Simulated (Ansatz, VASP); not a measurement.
# Cross-check of Si72O143 (V_O (F centre)) between VASP and Ansatz

Wanted: the spread between two codes on one cell, functional and k mesh. The cell is taken from a series of runs on this material, whose earlier steps may have relaxed, scaled, displaced or heated it; both programs get it as it stands.

Program: Ansatz 0.2.0. Level of theory: plane waves, with VASP 6.6.1 beside it; single point at PBE. Results are calculated unless marked as measured.

### 1. Set-up

The cell holds 215 atoms: 72 Si and 143 O. Cell: a = 14.908 Å, b = 14.908 Å, c = 15.063 Å, α = 70.3°, β = 70.3°, γ = 71.4°. It derives from SiO2 (SiO2 (P3_121)). Nearest the centre at fractional (0.488, 0.409, 0.479): Si45 at 1.65 Å, Si65 at 1.70 Å, O164 at 2.64 Å, O192 at 2.64 Å, O160 at 2.67 Å, O166 at 2.78 Å, O125 at 2.79 Å, O88 at 2.79 Å.

### 2. VASP: single point, PBE

With cell and atoms fixed, the geometry can't cause a difference; cores, projectors, grids and the points listed under the comparison can.

Lines of VASP's logs that name or quote its potential files are left out, and so is its time.

INCAR

```
SYSTEM = Si72O143
PREC = Accurate
ENCUT = 520
EDIFF = 1E-06
NELM = 200
ISMEAR = -1
SIGMA = 0.01
LREAL = Auto
ALGO = Normal
GGA = PE
NBANDS = 723
ISPIN = 2
MAGMOM = 0 0 0 0 0 0 0 0 0 0 0 0 0 0 0 0 0 0 0 0 0 0 0 0 0 0 0 0 0 0 0 0 0 0 0 0 0 0 0 0 0 0 0 0 0 0 0 0 0 0 0 0 0 0 0 0 0 0 0 0 0 0 0 0 0 0 0 0 0 0 0 0 0 0 0 0 0 0 0 0 0 0 0 0 0 0 0 0 0 0 0 0 0 0 0 0 0 0 0 0 0 0 0 0 0 0 0 0 0 0 0 0 0 0 0 0 0 0 0 0 0 0 0 0 0 0 0 0 0 0 0 0 0 0 0 0 0 0 0 0 0 0 0 0 0 0 0 0 0 0 0 0 0 0 0 0 0 0 0 0 0 0 0 0 0 0 0 0 0 0 0 0 0 0 0 0 0 0 0 0 0 0 0 0 0 0 0 0 0 0 0 0 0 0 0 0 0 0 0 0 0 0 0 0 0 0 0 0 0 0 0 0 0 0 0
LORBIT = 11
LWAVE = .FALSE.
LCHARG = .FALSE.
ISIF = 2
NUPDOWN = 0
LASPH = .TRUE.
GGA_COMPAT = .FALSE.
```

POSCAR

```
Si72O143
1.0
   -5.0210274266      8.6966746091     11.0189520783
   10.0420548533      0.0000000000     11.0189520783
    7.5315411399     13.0450119137      0.0000000000
Si O
72 143
Direct
    0.2124741720      0.4526391953      0.1918609291
    0.4643696618      0.2020979859      0.0221915893
[... 4 atom lines left out ...]
    0.2156808464      0.4542784025      0.5247025016
    0.4658425166      0.1966391232      0.3526308627
[... 5 atom lines left out ...]
    0.4638712498      0.2035451736      0.6894109513
[... 3 atom lines left out ...]
    0.2500395184      0.2509809543      0.6747424891
[... 3 atom lines left out ...]
    0.2861320245      0.5474101236      0.3019755733
[... 3 atom lines left out ...]
    0.4643590635      0.7016303056      0.3585979673
[... 1 atom line left out ...]
    0.2844807626      0.5503053659      0.6369286442
[... 8 atom lines left out ...]
    0.7136732541      0.4527012943      0.1906766396
[... 5 atom lines left out ...]
    0.7141619672      0.4536790996      0.5249248691
[... 1 atom line left out ...]
    0.5360062642      0.2972747072      0.4634172474
[... 2 atom lines left out ...]
    0.7511943893      0.2503223807      0.3413119848
[... 2 atom lines left out ...]
    0.5356120851      0.2970567304      0.8011811621
[... 2 atom lines left out ...]
    0.7496383421      0.2503507598      0.6743335711
[... 3 atom lines left out ...]
    0.7839084392      0.5479698461      0.3022901137
    0.4998457087      0.4982647890      0.1736921619
[... 5 atom lines left out ...]
    0.4980971671      0.5018722271      0.5142262673
[... 14 atom lines left out ...]
    0.4879121613      0.4061777190      0.1470378631
[... 5 atom lines left out ...]
    0.2626038256      0.3428606726      0.5786047635
[... 1 atom line left out ...]
    0.4994654219      0.2702819187      0.3868176488
[... 4 atom lines left out ...]
    0.2640975609      0.4695702348      0.4081001834
[... 1 atom line left out ...]
    0.3470267811      0.2183758802      0.3813551137
[... 3 atom lines left out ...]
    0.4884938949      0.2816589058      0.7261591626
[... 3 atom lines left out ...]
    0.4878408093      0.4078983663      0.8137482748
[... 1 atom line left out ...]
    0.2602422502      0.4703875350      0.7407929483
[... 1 atom line left out ...]
    0.3455945910      0.2182654220      0.7173319355
[... 5 atom lines left out ...]
    0.4042807034      0.5309603960      0.2582713501
    0.2391576813      0.6590915503      0.3120336577
[... 7 atom lines left out ...]
    0.2410750307      0.5327279597      0.5607554464
[... 2 atom lines left out ...]
    0.4013357623      0.5386338868      0.5978495666
    0.2354657390      0.6608110031      0.6480937871
[... 4 atom lines left out ...]
    0.3462317052      0.7175348912      0.3834057715
[... 13 atom lines left out ...]
    0.7616961535      0.3417765125      0.2446362456
[... 4 atom lines left out ...]
    0.7403662763      0.1593252114      0.3120152458
[... 3 atom lines left out ...]
    0.5956286052      0.4672941313      0.2156315382
[... 2 atom lines left out ...]
    0.7605432004      0.3415169090      0.5774053798
[... 2 atom lines left out ...]
    0.6556904593      0.2805240397      0.4274975968
[... 1 atom line left out ...]
    0.7384979249      0.1590280029      0.6459513935
[... 1 atom line left out ...]
    0.5092043818      0.2213847525      0.5722362644
    0.7583404690      0.4699928631      0.4077831324
    0.5951970068      0.4731193264      0.5553704644
[... 1 atom line left out ...]
    0.5120419826      0.0919528916      0.7422566614
[... 3 atom lines left out ...]
    0.6537815582      0.2817730006      0.7592395897
[... 9 atom lines left out ...]
    0.7362692480      0.5320428916      0.2277978991
[... 5 atom lines left out ...]
    0.5127293447      0.7181233823      0.2418779097
[... 3 atom lines left out ...]
    0.5117532224      0.5903299937      0.4133244743
[... 22 atom lines left out ...]
    0.8460263257      0.7201960065      0.7156629031
```

KPOINTS

```
Automatic mesh
0
Gamma
1 1 1
0 0 0
```

Potentials, in the order of the species: Si and O (PBE family, release 64).

On the command line:

```bash
> export OMP_NUM_THREADS=3
> mpirun -np 1 vasp_gam
```

Numbers of over 12 decimals in the logs are rounded to 6 here.

The program printed:

```text
[banner, memory and clock lines left out]
running    1 mpi-ranks, on    1 nodes
[...]
Offloading initialized ...    1 GPUs detected
[...]
LDA part: xc-table for (Slater+PW92), standard interpolation
 POSCAR, INCAR and KPOINTS ok, starting setup
[...]
entering main loop
       N       E                     dE             d eps       ncg     rms          rms(c)
DAV:   1     0.106231626553E+05    0.10623E+05   -0.68184E+05  2972   0.155E+03
DAV:   2    -0.965094556939E+03   -0.11588E+05   -0.11252E+05  3538   0.380E+02
DAV:   3    -0.190181295731E+04   -0.93672E+03   -0.93144E+03  3400   0.115E+02
DAV:   4    -0.192095345095E+04   -0.19140E+02   -0.19055E+02  3472   0.177E+01
[...]
DAV:  15    -0.169606389845E+04   -0.35762E-04   -0.24703E-05  3424   0.819E-03    0.138E-02
DAV:  16    -0.169606390370E+04   -0.52577E-05   -0.10267E-05  3312   0.488E-03    0.304E-03
DAV:  17    -0.169606390375E+04   -0.49949E-07   -0.13229E-06  2272   0.198E-03
   1 F= -.16960639E+04 E0= -.16960639E+04  d E =-.199051E-14  mag=     0.0000
```

From OUTCAR (step 2):

```text
 magnetization (x)
# of ion       s       p       d       tot
------------------------------------------
    1        0.000  -0.000   0.000  -0.000
    2       -0.000  -0.000   0.000  -0.000
    3       -0.000  -0.000   0.000  -0.000
    4       -0.000  -0.000   0.000  -0.000
    5       -0.000  -0.000   0.000  -0.000
    6        0.000  -0.000   0.000   0.000
    7        0.000   0.000   0.000   0.000
    8       -0.000  -0.000   0.000  -0.000
    9        0.000   0.000   0.000   0.000
   10       -0.000  -0.000   0.000  -0.000
   11        0.000   0.000   0.000   0.000
   12       -0.000  -0.000   0.000  -0.000
   13       -0.000  -0.000   0.000  -0.000
[...]
--------------------------------------------------
tot          0.000  -0.000   0.000  -0.000

[... 2 further parts left out ...]
[key lines of the parts left out:]
E-fermi :   2.7581
```

The run ends at a pressure of 0.19 GPa, with forces up to 2.1 eV/Å.

(Continued in part 2 of 2.)

[Lines on the potential files, build, host, timing and source positions are cut from VASP's logs without a mark.]

[Logs are printed without paths, hosts, clocks, repeated set-up lines and the standing remarks that a program may print on its own settings, such as how far it seeks lower states.]

[Hosts, paths, dates, database ids (printed as entryN), source tags and the programs' standing remarks are cut or masked in the printed files.]
